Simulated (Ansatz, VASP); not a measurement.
# BaS: VASP beside Ansatz

```xyz
2
Lattice="0.0000 3.2257 3.2257 3.2257 0.0000 3.2257 3.2257 3.2257 0.0000" Properties=species:S:1:pos:R:3 pbc="T T T"
Ba    0.0000    0.0000    0.0000
S     3.2257    3.2257    3.2257
```

The cell is a database's computed one.

Alike in both runs: task single point; functional PBE; k mesh 6 × 6 × 6; occupations gaussian, width 0.1 eV; no spin polarisation.

|  | VASP | Ansatz |
| --- | --- | --- |
| version | VASP 6.6.1 | Ansatz 0.2.0 |
| potentials or method | VASP PAW PBE potentials, release 64 (Ba_sv, S) | scalar-relativistic, plane waves, PAW |
| plane-wave cutoff (eV) | 520 | 420 |
| valence electrons in the cell | 16 | 16 |

```tsv
	VASP	Ansatz	Ansatz less VASP
gap on the k mesh at the Fermi level (eV)	2.15	2.25	+0.093
least direct gap on the mesh (eV)	2.31	2.37	+0.063
pressure (GPa)	0.1	-0.4	-0.53
```

With one functional, cell and mesh, what is left measures potentials, basis and numerics.

Caveats: spin-orbit coupling is left out, which moves the levels of the heavy elements. A k mesh can miss the band edges. Expect the measured gap to be larger: semilocal functionals such as PBE lack the derivative discontinuity.
